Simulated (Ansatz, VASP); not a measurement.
**Two plane-wave programs on Pd**

INCAR

```
PREC     = Accurate       # precision mode
ENCUT    = 520            # plane-wave cutoff, eV
EDIFF    = 1E-6           # SCF threshold, eV
ISMEAR   = 0              # smearing method
SIGMA    = 0.016          # smearing width, eV
LREAL    = F              # projectors in reciprocal space
LASPH    = T              # aspherical terms in the spheres
NELM     = 150            # most SCF steps
ALGO     = Normal         # electronic algorithm
ISIF     = 2              # what is computed and relaxed
LWAVE    = F              # write WAVECAR
LCHARG   = T              # write CHGCAR
ISPIN    = 2              # spin polarisation
MAGMOM   = 0.43 0.43      # initial moments
LORBIT   = 11             # projections on sites
LMAXMIX  = 4              # l up to which the mixer works
GGA      = PE             # functional
LELF     = T              # ELF
LVHAR    = T            
NBANDS   = 21             # bands
```

KPOINTS

```
regular mesh
0
Gamma
  6 6 4
```

The input POSCAR:

```
Pd
1.0
    2.7836650458      0.0000000000      0.0000000000
   -1.3918325229      2.4107246453      0.0000000000
    0.0000000000      0.0000000000      4.6288930000
Pd
2
Direct
    0.6666666667      0.3333333333      0.7500000000
    0.3333333333      0.6666666667      0.2500000000
```

Input for Ansatz:

```yaml
crystal:
  lattice:
    - [2.7836650458, 0.0, 0.0]
    - [-1.3918325229, 2.4107246453, 0.0]
    - [0.0, 0.0, 4.628893]
  atoms:
    - { symbol: Pd, position: [0.6666666667, 0.3333333333, 0.75], spin: 0.43 }
    - { symbol: Pd, position: [0.3333333333, 0.6666666667, 0.25], spin: 0.43 }
basis:
  ecutwfc: 420
kpoints:
  mp_grid: { grid: [6, 6, 4] }
hamiltonian:
  xc: pbe
scf:
  occupations: { method: gaussian, width: 0.016 }
  lower_state_search: "off"
  max_iter: 80
  convergence: { dr2_threshold: "1e-10 eV" }
output:
  forces: true
  stress: true
  eigenvalues: true
  populations: true
magnetization:
  spin_polarized: true
```

Alike in both runs: task single point; functional PBE; k mesh 6 × 6 × 4; occupations gaussian, width 0.016 eV; collinear spin.

|  | VASP | Ansatz |
| --- | --- | --- |
| version | VASP 6.6.1 | Ansatz 0.2.0 |
| potentials or method | VASP PAW PBE potentials, release 64 (Pd) | scalar-relativistic, plane waves, PAW |
| plane-wave cutoff (eV) | 520 | 420 |
| valence electrons in the cell | 20 | 36 |

VASP gave:

```
gap on the k mesh at the Fermi level (eV)                     : none
pressure (GPa)                                                : -2.4
largest component of the traceless stress (GPa)               : 1.67
net moment per atom (μB)                                      : 0.25
size of the moment on the site where the two differ most (μB) : 0.25
```

Task: What did Ansatz give for the same quantities?

Result: gap on the k mesh at the Fermi level (eV): none; pressure (GPa): -2.1; largest component of the traceless stress (GPa): 1.82; net moment per atom (μB): 0.24; size of the moment on the site where the two differ most (μB): 0.25.

Site moments also hang on the region over which each program counts them. A gap of «none» marks a metal or a gap that the smearing closes. The two sets of potentials don't hold the same shells in valence.

Caveats: the k mesh is coarse (spacing up to 0.43 Å⁻¹), so the values aren't converged.
